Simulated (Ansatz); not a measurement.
# Er (P6_3/mmc) in Ansatz: notebook

The runs below take Er through single point, with PBE.

Program: Ansatz 0.2.0. These are calculated values, not measurements. Logs are shortened: lines on timing, memory, paths and dates and some standing lists are left out, and cuts for length are marked.

### 1 The crystal as given

It takes space group P6_3/mmc (No. 194, hexagonal). The conventional cell has a = 3.559 Å, b = 3.559 Å, c = 5.587 Å, α = 90.00°, β = 90.00°, γ = 120.00°. Er (site symmetry -6m2) is surrounded by 12 Er at 3.47 to 3.56 Å.

### 2 Single point, PBE, collinear spin, ferrimagnetic start

File input.yaml:

```yaml
crystal:
  lattice:
    - [3.5588, 0.0, 0.0]
    - [-1.7794, 3.082011207, 0.0]
    - [0.0, 0.0, 5.5874]
  atoms:
    - { symbol: Er, position: [0.6666666667, 0.3333333333, 0.75], spin: 3.0 }
    - { symbol: Er, position: [0.3333333333, 0.6666666667, 0.25], spin: -1.5 }
hamiltonian:
  xc: pbe
  pseudopotentials: { kind: paw }
magnetization:
  spin_polarized: true
kpoints:
  mp_grid: { grid: [9, 9, 5] }
scf:
  occupations: { method: fermi_dirac, width: 0.05 }
output:
  forces: true
  stress: true
  eigenvalues: true
```

Potentials or basis: Ansatz PAW.

Launch:

```bash
> ansatz run input.yaml --threads 2 --pin off --max-ram 5632MiB --backend cpu --events-out ev --progress --plain --runs-dir out
```

What it wrote:

```text
Warning: where an SCF of this run starts from atoms to list the orders of its open shells, Er (site 1, from 0) starts with -2.52 μB on its 4f shell, in the place of the -1.50 μB that the deck gives it: an open f shell starts with all that it can hold by Hund's first rule. To start from spheres of the given moment, type scf.initial_density.shell_occupations: []
Warning: RAYON_NUM_THREADS=2 ignored (pool sized by the plan → 2); use --threads N
Engine: ansatz 0.2.0, aarch64-unknown-linux-gnu
Pseudopotentials: kind: paw
Pseudopotential: Er, paw, valence charge 22, recommended cutoff 420 eV (normal), Er.paw.azcp
Functional definition: PBE
  parameter kappa = 0.804
  parameter beta = 0.06672455060314922
  exchange = pbe_x(kappa = kappa, mu = beta*pi^2/3)
  correlation = pbe_c(beta = beta)
Crystal: 2 atoms, lattice volume = 61.284 Å³
Basis set: ecut = 420 eV, 1177 PW (Γ), exchange–correlation on 48×48×80 points (8 copies of the dense FFT grid, shifted against one another)
Bands: 30, of which v1, the nominal top of the filled ones, is band 22 counted from 1 (21 counted from 0)
Symmetry: 12 space group operations
Space group: P-6m2 (ITA 187), of the structure as read, at distance tolerance 3.9e-5 Å
Magnetic group: BNS 187.209 (UNI 1439), of the structure as read, at distance tolerance 3.9e-5 Å
k-points: 36 of 405 (time reversal used)
Non-local potential: Er, projectors of the file, l = 0: 3, l = 1: 2, l = 2: 2, l = 3: 3
PAW form: soft (Blöchl's): semilocal exchange-correlation on the pseudo side does not see the compensation charge
PAW one-centre angular grid: Er, 590 points (default); XC on 64 Gauss nodes
Initial density: superposition of atomic densities (chi_scale 0.1, normalization cell)
Starting moments: Σ|m| = 4.5 μB on 2 of 2 sites
Initial wavefunctions: pseudopotential atomic-orbital guess
Functional: x = pbe(κ = 0.804, μ = 0.2195149727645171), c = pbe(β = 0.06672455060314922)
SCF iter   1: F=—  HF=-24173.661337 eV  |F-HF|=—  |Δ(HF+E_count)|=         —  Δρ=1.45e-2 (↑1.45e-2 ↓1.31e-2)  dr2=3.52e-1  dr2_m=1.21e-2  M=0.215 μB ∫|m|=5.161 μB  β_m=0.30  ethr=3.10e-3  ⟨swp⟩=5.5  Hψ=8279  notcnv=0
Mixer restart at iter 1: flushing history
preconditioner: auto → Kerker (q_TF=auto, 2.582 Å⁻¹)  [metal: Δε(μ)=0.000 eV  Ē_g=9.177 eV  σ=0.050 eV  W_gap=0.00  n_scr=22 (ndim 8)  ℏωp=30.0 eV  f_vac=0.000  D(μ)=45.38/eV (n_scr^D=1640)]
spin=Collinear: Kerker preconditioning applied to the charge; magnetization (m = ρ↑ − ρ↓) channel mixes plain (no charge-response kernel on spin).
SCF iter   2: F=—  HF=-24173.401162 eV  |F-HF|=—  |Δ(HF+E_count)|=   2.60e-1  Δρ=7.33e-3 (↑7.33e-3 ↓6.35e-3)  dr2=9.16e-2  dr2_m=7.13e-3  M=0.191 μB ∫|m|=5.121 μB  β_m=0.40  ethr=8.01e-4  ⟨swp⟩=3.0  Hψ=4783  notcnv=0  defer=12
SCF iter   3: F=—  HF=-24173.387972 eV  |F-HF|=—  |Δ(HF+E_count)|=   1.32e-2  Δρ=4.98e-3 (↑4.98e-3 ↓4.58e-3)  dr2=5.41e-2  dr2_m=2.44e-3  M=0.153 μB ∫|m|=5.086 μB  β_m=0.46  ethr=2.08e-4  ⟨swp⟩=3.0  Hψ=4135  notcnv=0  defer=12
SCF iter   4: F=—  HF=-24173.423540 eV  |F-HF|=—  |Δ(HF+E_count)|=   3.56e-2  Δρ=1.88e-3 (↑1.88e-3 ↓1.60e-3)  dr2=4.71e-3  dr2_m=3.63e-4  M=0.096 μB ∫|m|=5.013 μB  β_m=0.73  ethr=1.23e-4  ⟨swp⟩=2.2  Hψ=4303  notcnv=0  defer=12
SCF iter   5: F=—  HF=-24173.437340 eV  |F-HF|=—  |Δ(HF+E_count)|=         —  Δρ=1.53e-2 (↑1.53e-2 ↓1.53e-2)  dr2=3.60e-2  dr2_m=6.52e-2  M=0.058 μB ∫|m|=5.033 μB  β_m=0.73  ethr=1.07e-5  ⟨swp⟩=2.0  Hψ=4588  notcnv=0  defer=12
Mixer restart at iter 5: flushing history
SCF iter   6: F=—  HF=-24174.019639 eV  |F-HF|=—  |Δ(HF+E_count)|=         —  Δρ=2.21e-2 (↑1.35e-2 ↓2.21e-2)  dr2=4.52e-1  dr2_m=9.04e-2  M=0.323 μB ∫|m|=5.098 μB  β_m=0.73  ethr=1.07e-5  ⟨swp⟩=3.1  Hψ=5597  notcnv=0  defer=28
Mixer restart at iter 6: flushing history
SCF iter   7: F=—  HF=-24174.239851 eV  |F-HF|=—  |Δ(HF+E_count)|=         —  Δρ=1.51e-2 (↑1.30e-2 ↓1.51e-2)  dr2=3.53e-1  dr2_m=8.93e-3  M=0.171 μB ∫|m|=5.083 μB  β_m=0.73  ethr=1.07e-5  ⟨swp⟩=5.1  Hψ=9177  notcnv=0  defer=13
Mixer restart at iter 7: flushing history
SCF iter   8: F=—  HF=-24174.733707 eV  |F-HF|=—  |Δ(HF+E_count)|=   4.94e-1  Δρ=2.06e-2 (↑1.87e-2 ↓2.06e-2)  dr2=7.80e-1  dr2_m=2.11e-3  M=0.217 μB ∫|m|=5.116 μB  β_m=0.51  ethr=1.07e-5  ⟨swp⟩=6.0  Hψ=10447  notcnv=0  defer=14  recentre
SCF iter   9: F=—  HF=-24174.083821 eV  |F-HF|=—  |Δ(HF+E_count)|=   6.50e-1  Δρ=3.52e-3 (↑3.52e-3 ↓3.31e-3)  dr2=1.49e-2  dr2_m=2.52e-3  M=0.163 μB ∫|m|=5.111 μB  β_m=0.76  ethr=1.07e-5  ⟨swp⟩=5.2  Hψ=9608  notcnv=0  defer=13
SCF iter  10: F=—  HF=-24174.111927 eV  |F-HF|=—  |Δ(HF+E_count)|=   2.81e-2  Δρ=3.29e-3 (↑3.29e-3 ↓2.08e-3)  dr2=1.42e-2  dr2_m=1.80e-3  M=0.083 μB ∫|m|=5.143 μB  β_m=0.88  ethr=1.07e-5  ⟨swp⟩=3.0  Hψ=5862  notcnv=0  defer=13
SCF iter  11: F=—  HF=-24174.127720 eV  |F-HF|=—  |Δ(HF+E_count)|=   1.58e-2  Δρ=3.54e-3 (↑1.93e-3 ↓3.54e-3)  dr2=1.36e-2  dr2_m=4.23e-4  M=0.047 μB ∫|m|=5.139 μB  β_m=0.66  ethr=1.07e-5  ⟨swp⟩=3.2  Hψ=5875  notcnv=0  defer=13
SCF iter  12: F=—  HF=-24174.117883 eV  |F-HF|=—  |Δ(HF+E_count)|=   9.84e-3  Δρ=6.73e-4 (↑6.73e-4 ↓4.52e-4)  dr2=9.57e-4  dr2_m=4.31e-5  M=0.011 μB ∫|m|=5.160 μB  β_m=0.68  ethr=1.07e-5  ⟨swp⟩=3.1  Hψ=5841  notcnv=0  defer=13
SCF iter  13: F=—  HF=-24174.118027 eV  |F-HF|=—  |Δ(HF+E_count)|=   1.44e-4  Δρ=2.55e-4 (↑2.55e-4 ↓2.30e-4)  dr2=1.35e-4  dr2_m=1.05e-5  M=0.017 μB ∫|m|=5.156 μB  β_m=0.84  ethr=2.17e-6  ⟨swp⟩=2.3  Hψ=3799  notcnv=0  defer=12
SCF iter  14: F=—  HF=-24174.118055 eV  |F-HF|=—  |Δ(HF+E_count)|=   2.80e-5  Δρ=7.36e-5 (↑7.36e-5 ↓6.41e-5)  dr2=6.12e-6  dr2_m=1.43e-6  M=0.014 μB ∫|m|=5.154 μB  β_m=0.92  ethr=3.07e-7  ⟨swp⟩=2.0  Hψ=3630  notcnv=0  defer=12
[... 54 lines left out ...]
SCF iter  34: F=—  HF=-24174.350933 eV  |F-HF|=—  |Δ(HF+E_count)|=   2.13e-6  Δρ=4.76e-6 (↑4.76e-6 ↓3.92e-6)  dr2=1.20e-8  dr2_m=7.40e-9  M=-0.001 μB ∫|m|=5.281 μB  β_m=0.94  ethr=5.91e-11  ⟨swp⟩=4.5  Hψ=21940  notcnv=0  defer=32
SCF iter  35: F=—  HF=-24174.350934 eV  |F-HF|=—  |Δ(HF+E_count)|=   2.91e-7  Δρ=3.32e-6 (↑2.54e-6 ↓3.32e-6)  dr2=8.51e-9  dr2_m=2.21e-9  M=-0.001 μB ∫|m|=5.282 μB  β_m=0.88  ethr=2.73e-11  ⟨swp⟩=3.4  Hψ=19032  notcnv=0  defer=32
SCF iter  36: F=—  HF=-24174.350934 eV  |F-HF|=—  |Δ(HF+E_count)|=   1.47e-8  Δρ=2.68e-6 (↑2.68e-6 ↓2.11e-6)  dr2=7.87e-9  dr2_m=1.38e-9  M=-0.000 μB ∫|m|=5.282 μB  β_m=0.80  ethr=1.93e-11  ⟨swp⟩=3.0  Hψ=14120  notcnv=0  defer=32
SCF iter  37: F=—  HF=-24174.350934 eV  |F-HF|=—  |Δ(HF+E_count)|=   3.84e-9  Δρ=1.32e-6 (↑1.32e-6 ↓1.31e-6)  dr2=8.73e-10  dr2_m=7.86e-10  M=-0.000 μB ∫|m|=5.282 μB  β_m=0.90  ethr=1.79e-11  ⟨swp⟩=2.0  Hψ=12034  notcnv=0  defer=32
SCF iter  38: F=—  HF=-24174.350934 eV  |F-HF|=—  |Δ(HF+E_count)|=   8.71e-9  Δρ=1.09e-6 (↑9.74e-7 ↓1.09e-6)  dr2=8.91e-10  dr2_m=3.57e-10  M=-0.000 μB ∫|m|=5.282 μB  β_m=0.95  ethr=1.98e-12  ⟨swp⟩=3.2  Hψ=16259  notcnv=0  defer=32
SCF iter  39: F=-24174.350934 eV  HF=-24174.350934 eV  |F-HF|=7.76e-8  |Δ(HF+E_count)|=   4.52e-9  Δρ=7.20e-6 (↑7.20e-6 ↓6.74e-6)  dr2=7.02e-8  dr2_m=1.34e-8  M=-0.000 μB ∫|m|=5.282 μB  ethr=1.98e-12  ⟨swp⟩=3.1  Hψ=26136  notcnv=0
SCF 2 converged in 39 iterations: F = -24174.350934 eV  dr2 = 7.02e-8
Symmetry: 1 space group operations
k-points: 203 of 405 (time reversal used)
Initial density: read from a saved state, or passed on in memory by an earlier SCF of this step, an earlier step, the calling program or the single point that the run made first
Starting moments: Σ|m| = 4.5 μB on 2 of 2 sites; this step starts from the density that it was given
Initial wavefunctions: those read from a saved state, or passed on in memory by an earlier step or the calling program
iter 1 solved again at ethr=1.60e-10 eV; its pass at ethr=2.27e-6 eV (dr2=7.02e-8 eV) is discarded
SCF iter   1: F=—  HF=-24174.350934 eV  |F-HF|=—  |Δ(HF+E_count)|=         —  Δρ=7.20e-6 (↑7.20e-6 ↓6.74e-6)  dr2=7.02e-8  dr2_m=1.34e-8  M=-0.000 μB ∫|m|=5.282 μB  ethr=1.60e-10  ⟨swp⟩=1.0  Hψ=71140  notcnv=0
preconditioner: auto → Kerker (q_TF=auto, 2.582 Å⁻¹)  [metal: Δε(μ)=0.001 eV  Ē_g=9.818 eV  σ=0.050 eV  W_gap=0.01  n_scr=22 (ndim 8)  ℏωp=30.0 eV  f_vac=0.000  D(μ)=12.97/eV (n_scr^D=250)]
spin=Collinear: Kerker preconditioning applied to the charge; magnetization (m = ρ↑ − ρ↓) channel mixes plain (no charge-response kernel on spin).
SCF iter   2: F=—  HF=-24174.350937 eV  |F-HF|=—  |Δ(HF+E_count)|=   3.45e-6  Δρ=7.36e-4 (↑7.36e-4 ↓6.76e-4)  dr2=8.18e-4  dr2_m=1.37e-4  M=-0.012 μB ∫|m|=5.283 μB  ethr=2.27e-6  ⟨swp⟩=1.8  Hψ=63702  notcnv=0
SCF iter   3: F=—  HF=-24174.350937 eV  |F-HF|=—  |Δ(HF+E_count)|=   3.78e-7  Δρ=4.25e-4 (↑4.25e-4 ↓4.20e-4)  dr2=3.02e-4  dr2_m=4.97e-5  M=-0.007 μB ∫|m|=5.282 μB  ethr=2.27e-6  ⟨swp⟩=1.0  Hψ=25984  notcnv=0
SCF iter   4: F=—  HF=-24174.350934 eV  |F-HF|=—  |Δ(HF+E_count)|=   2.99e-6  Δρ=6.80e-5 (↑6.80e-5 ↓6.12e-5)  dr2=6.42e-6  dr2_m=1.15e-6  M=0.001 μB ∫|m|=5.282 μB  ethr=1.20e-6  ⟨swp⟩=1.0  Hψ=25984  notcnv=0
SCF iter   5: F=—  HF=-24174.350934 eV  |F-HF|=—  |Δ(HF+E_count)|=   4.84e-8  Δρ=1.87e-5 (↑1.87e-5 ↓1.64e-5)  dr2=4.78e-7  dr2_m=8.61e-8  M=0.000 μB ∫|m|=5.282 μB  ethr=2.67e-8  ⟨swp⟩=1.0  Hψ=25984  notcnv=0
SCF iter   6: F=-24174.350934 eV  HF=-24174.350934 eV  |F-HF|=8.33e-9  |Δ(HF+E_count)|=   3.95e-9  Δρ=2.67e-6 (↑2.21e-6 ↓2.67e-6)  dr2=7.62e-9  dr2_m=1.73e-9  M=0.000 μB ∫|m|=5.282 μB  ethr=2.27e-10  ⟨swp⟩=1.1  Hψ=26036  notcnv=0
an SCF along what the orbitals of the run's state read of its open shells (or to have them read: on a GPU, or by another smearing), with 11 of the crystal's symmetry operations given up (203 k-points in place of 36), reached no lower state that the run goes on to. This is no proof of a minimum
SCF converged after 39 iterations
Magnetization: -0.0000 μB (22.0000 up, 22.0000 down)
Absolute magnetization: 5.2785 μB (∫|ρ↑−ρ↓|, with the PAW one-centre terms)
Spin contamination: 2.3604 ħ² per cell (⟨S²⟩ above its minimum at these occupations)
Per-site moments (μB) at R_I (Å): [(2.5882833265933605, 1.4305155950493322), (-2.588252559427522, 1.4305155950493322)]
Free energy (F): -24174.350934 eV
Harris-Foulkes:  -24174.350934 eV  (|F-HF|=7.76e-8)
Internal energy: -24174.245443 eV  (E = F + TS)
E sigma→0 (E₀):  -24174.298188 eV
Entropy (-TS):   -0.105490 eV (-52.745 meV/atom)
Fermi energy:    12.764977 eV
--- Per-component energies (eV) ---
  E_band       = 37.621942
  E_kinetic    = 757.107540
  E_local      = -9051.511230  (includes V_loc(G=0)·N_el)
  E_nonlocal   = 1342.969594
  E_hartree    = 3856.948155
  E_xc         = -391.031177
  E_vxc        = -456.840152  (∫ρ·V_xc dr)
  E_paw        = -14257.665537  (= ΣΔE_a)
  E_vpaw       = -267.999071  (= ΣTr[D̂ρ^β])
  E_aug_tail   = 0.000001  (compensation charges beyond the density's cutoff)
  E_ewald      = -6431.062788
  E_smearing   = -0.105490  (= −TS)
  E_closure    = -0.000000  (closes the sum)
  Σ components = -24174.350934   (vs F -24174.350934, Δ=0.00e0)
--- Forces (eV/Å), atoms counted from 1 ---
  atom   1  Er     0.00000000    -0.00222372     0.00000000
  atom   2  Er     0.00000000     0.00222414     0.00000000
  max |Σ_I F_I| component: 4.23e-7 eV/Å
--- Stress (GPa, compression-positive) ---
        2.171621       0.000000      -0.012551
        0.000000       2.124799       0.000000
       -0.012560       0.000000       3.815466
  P = ⅓ Tr σ = 2.7040 GPa (27.040 kbar)
--- Band table (eV; the first three rows and the last of 230) ---
  k-point 0 ↑: bands = ["-36.7615", "-35.6381", "-10.9637", "-10.6469", "-10.6455", "-9.9113", "-9.8053", "-9.8042", "7.5396", "9.7099", "9.7131", "9.9507", "10.4714", "10.6123", "10.6828", "10.6837", "10.8578", "11.6851", "11.8203", "11.9083", "11.9097", "12.8310", "12.8600", "12.9495", "14.1412", "15.2616", "15.2647", "15.7230", "16.0911", "16.0924"]
  k-point 1 ↑: bands = ["-36.7612", "-35.6384", "-10.9226", "-10.6458", "-10.6443", "-9.9620", "-9.8066", "-9.8056", "7.8377", "9.7113", "9.7138", "9.9455", "10.4629", "10.6061", "10.6126", "10.6832", "10.6840", "11.6816", "11.8219", "11.9107", "11.9122", "12.8008", "12.8647", "12.9531", "14.0157", "15.1247", "15.1275", "15.4214", "15.8243", "15.8256"]
  k-point 2 ↑: bands = ["-36.7609", "-35.6389", "-10.8454", "-10.6440", "-10.6423", "-10.0550", "-9.8087", "-9.8077", "8.6492", "9.7036", "9.7149", "9.7482", "9.9411", "10.4868", "10.6133", "10.6837", "10.6844", "11.6841", "11.8249", "11.9143", "11.9158", "12.7634", "12.8705", "12.9588", "14.1544", "14.7432", "15.0646", "15.0679", "15.4005", "15.4010"]
  k-point 114 ↓: bands = ["-36.7377", "-35.6136", "-10.9960", "-10.8155", "-10.7916", "-10.1496", "-9.9755", "-9.9522", "9.6958", "9.7475", "9.9879", "10.4707", "10.5345", "10.6330", "10.6596", "10.6926", "11.7125", "11.7660", "11.8421", "11.8836", "12.2401", "12.7606", "12.8683", "12.9723", "13.0340", "13.1006", "14.5434", "14.8467", "15.1856", "17.5130"]
```

It took 4.8 min on 2 threads of Arm Neoverse V2, shared host; peak memory 2 GiB.

What came out:

```
Free energy            : -24174.3509 eV
Pressure               : 2.7 GPa
Band gap on the k mesh : none (metal or under the smearing width)
Net moment             : 0.00 μB per cell
Absolute moment        : 5.28 μB per cell
Site moments           : Er +2.59, -2.59 μB
```

Caveat: the magnetic or orbital state may not be the lowest; spin-orbit coupling is left out, which moves the levels of the heavy elements.

### 3 Single point, PBE, collinear spin, random start

Edit input.yaml of step 2 so:

```diff
@@ -6,4 +6,4 @@
   atoms:
-    - { symbol: Er, position: [0.6666666667, 0.3333333333, 0.75], spin: 3.0 }
-    - { symbol: Er, position: [0.3333333333, 0.6666666667, 0.25], spin: -1.5 }
+    - { symbol: Er, position: [0.6666666667, 0.3333333333, 0.75], spin: -2.57 }
+    - { symbol: Er, position: [0.3333333333, 0.6666666667, 0.25], spin: 1.13 }
 hamiltonian:
@@ -21 +21,5 @@
   eigenvalues: true
+  write_density: true
+  write_potential: true
+  elf: true
+  volumetric_format: npy
```

Potentials or basis: Ansatz PAW.

Launch:

```bash
> ansatz run input.yaml --threads 2 --pin off --max-ram 5632MiB --backend cpu --events-out ev --progress --plain --runs-dir out
```

It took 4.4 min on 2 threads of Arm Neoverse V2, shared host; peak memory 2 GiB.

The run converged. Its results:

| Property | Result |
| --- | --- |
| Free energy | -24174.3509 eV |
| Pressure | 2.7 GPa |
| Band gap on the k mesh | none (metal or under the smearing width) |
| Net moment | 0.00 μB per cell |
| Absolute moment | 5.28 μB per cell |
| Site moments | Er -2.59, +2.59 μB |

Stress tensor (GPa, compression positive):
```
2.17 0.00 0.00
0.00 2.13 0.00
0.00 0.00 3.81
```

Levels at points of the mesh, in eV from the Fermi level:
Spin up:
```
           k point  band 20  band 21  band 22  band 23  band 24  band 25
(0.00, 0.00, 0.00)    -0.86    -0.86     0.07     0.10     0.18     1.38
```
Spin down:
| k point | band 18 | band 19 | band 20 | band 21 | band 22 | band 23 | band 24 | band 25 | band 26 | band 27 |
| --- | --- | --- | --- | --- | --- | --- | --- | --- | --- | --- |
| (0.00, 0.00, 0.00) | -1.08 | -0.94 | -0.86 | -0.86 | 0.07 | 0.10 | 0.18 | 1.38 | 2.50 | 2.50 |

Caveat: the magnetic or orbital state may not be the lowest; spin-orbit coupling is left out, which moves the levels of the heavy elements. The state reached can hang on the start; a lower one may exist.

### 4 Single point, PBE, non-collinear spin, random start

File input.yaml:

```yaml
crystal:
  lattice:
    - [3.5588, 0.0, 0.0]
    - [-1.7794, 3.082011207, 0.0]
    - [0.0, 0.0, 5.5874]
  atoms:
    - { symbol: Er, position: [0.6666666667, 0.3333333333, 0.75], spin: 2.57, spin_axis: [0.248, -1.59, -2.004] }
    - { symbol: Er, position: [0.3333333333, 0.6666666667, 0.25], spin: 1.13, spin_axis: [0.801, 0.368, 0.707] }
hamiltonian:
  xc: pbe
  pseudopotentials: { kind: paw }
magnetization:
  noncollinear: true
  spin_orbit: false
kpoints:
  mp_grid: { grid: [6, 6, 4] }
scf:
  occupations: { method: fermi_dirac, width: 0.05 }
output:
  forces: true
  stress: true
  eigenvalues: true
```

Launch:

```bash
> ansatz run input.yaml --threads 2 --pin off --max-ram 5632MiB --backend cpu --events-out ev --progress --plain --runs-dir out
```

Wall time 2.2 min (2 threads of Arm Neoverse V2, shared host); peak memory 0.44 GiB.

Results (log left out):

```
Free energy            : -24174.1235 eV
Pressure               : 3.3 GPa
Band gap on the k mesh : none (metal or under the smearing width)
Net moment             : 5.52 μB per cell
Absolute moment        : 5.52 μB per cell
```

Stress tensor (GPa, compression positive):
```
3.02 0.00 0.00
0.00 3.02 0.00
0.00 0.00 3.84
```

Levels at points of the mesh, in eV from the Fermi level:
| k point | band 39 | band 40 | band 41 | band 42 | band 43 | band 44 | band 45 | band 46 | band 47 | band 48 |
| --- | --- | --- | --- | --- | --- | --- | --- | --- | --- | --- |
| (0.00, 0.00, 0.00) | -0.67 | -0.67 | -0.63 | -0.63 | 0.05 | 0.05 | 0.14 | 0.14 | 0.31 | 0.32 |
| (0.00, 0.00, -0.50) | -0.65 | -0.65 | -0.65 | -0.65 | 0.11 | 0.11 | 0.11 | 0.11 | 0.32 | 0.32 |
| (0.00, -0.50, 0.00) | -0.81 | -0.67 | -0.64 | -0.60 | -0.56 | -0.30 | -0.02 | 0.01 | 0.03 | 0.05 |
| (0.00, -0.50, -0.50) | -0.70 | -0.70 | -0.58 | -0.58 | 0.03 | 0.03 | 0.07 | 0.07 | 0.17 | 0.17 |

Moments on the atoms (μB; x, y, z):
```
Er   2.30 -0.85 -0.46
Er   2.30 -0.85 -0.46
```

Caveat: the magnetic or orbital state may not be the lowest; spin-orbit coupling is left out, which moves the levels of the heavy elements; the starting moments weren't kept. The state reached can hang on the start; a lower one may exist.
